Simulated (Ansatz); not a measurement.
LiF (rocksalt): the band gap by level of theory

All numbers come from the plane-wave code Ansatz. (Simulation; spin polarisation is off.)

LiF (rocksalt), relaxed with r2SCAN. Around Li lie 6 F at 1.99 Å; around F lie 6 Li at 1.99 Å.

Space group Fm-3m (No. 225). a = 3.990 Å, b = 3.990 Å, c = 3.990 Å, α = 90.00°, β = 90.00°, γ = 90.00°

| atom | site | symmetry | x | y | z |
| --- | --- | --- | --- | --- | --- |
| Li | 4a | m-3m | 0.0000 | 0.0000 | 0.0000 |
| F | 4b | m-3m | 0.5000 | 0.0000 | 0.0000 |

Relaxed lattice by functional, symmetry kept:
```json
{"functional": "PBE", "k mesh": "12×12×12", "a (Å)": "4.068", "volume (Å³/atom)": "8.41"}
{"functional": "r2SCAN", "k mesh": "10×10×10", "a (Å)": "3.990", "volume (Å³/atom)": "7.94"}
```

Gaps on the r2SCAN cell, each the least over its mesh and the special points:
```
 level    k mesh  gap (eV)      kind           edges  least direct gap (eV)        rough cost
r2SCAN  10×10×10     10.33    direct               Γ                  10.33  1.6 core-seconds
 HSE06     8×8×8     11.67  indirect  K–Γ (0.83) → Γ                  11.67   26 core-seconds
  PBE0     8×8×8     12.43  indirect  K–Γ (0.83) → Γ                  12.43   26 core-seconds
```
Wave cutoffs: 420 eV, 500 eV (r2SCAN).
Points off the special ones are mesh points or PBE's searched band edges, reused at the other levels. PBE's own run along the path (9.35 eV) came before the search for the edges and missed one, so it isn't listed.
Costs come from shared machines and give only the order. The runs had 2 threads of Arm Neoverse V2, on a shared host.

HSE06 gives an indirect gap of 11.674 eV, from K–Γ (0.83 of the way from K) to Γ; the least direct gap is 11.675 eV at Γ. Least and direct gap differ so little that the kind isn't settled.

Direct and least gap lie within 0.04 eV at some levels, so the kind of gap isn't settled.

r2SCAN (ground state on 10×10×10): ε∞: 1.99 in all directions. Born charges, averaged over directions: Li +1.04, F -1.04 e.

The meshes of the hybrids are coarse, so their gaps aren't converged to the digits shown.
